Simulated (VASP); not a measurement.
BN, 2 atoms in the cell. The structure is trigonal, space group R3m (No. 160). Conventional cell: a = 2.502 Å, b = 2.502 Å, c = 10.119 Å, α = 90.00°, β = 90.00°, γ = 120.00°. Around N (site symmetry 3m) lie 3 B at 1.44 Å. B (site symmetry 3m) has 3 N at 1.44 Å as nearest neighbours. The cell is a database's computed one.

| Property | Result |
| --- | --- |
| Program | VASP 6.6.1 |
| Task | single point |
| Functional | PBE |
| Potentials or basis | VASP PAW PBE potentials, release 64 (N, B) |
| Cutoff | 520 eV |
| k mesh | 12 × 12 × 12 |
| Occupations | gaussian, width 0.03 eV |
| Spin | no spin polarisation |
| Further INCAR settings | ALGO = Normal; EDIFF = 1e-06; NBANDS = 11 |

Potentials or basis: VASP PAW PBE potentials, release 64 (N, B).

Launch:

```bash
$ cat potpaw_PBE.64/N/POTCAR potpaw_PBE.64/B/POTCAR > POTCAR
$ mpirun -np 1 vasp_std > vasp.out
```

Hardware: 1 thread of Intel(R) Xeon(R) 6975P-C (Granite Rapids), with other jobs on the host.

**Question.** Estimate the wall time of this run.

**Answer.** Run time: 28 s on 1 thread of Intel(R) Xeon(R) 6975P-C (Granite Rapids), on a shared host, peak memory 0.17 GiB. Counts: scf iterations 13, k points 189.
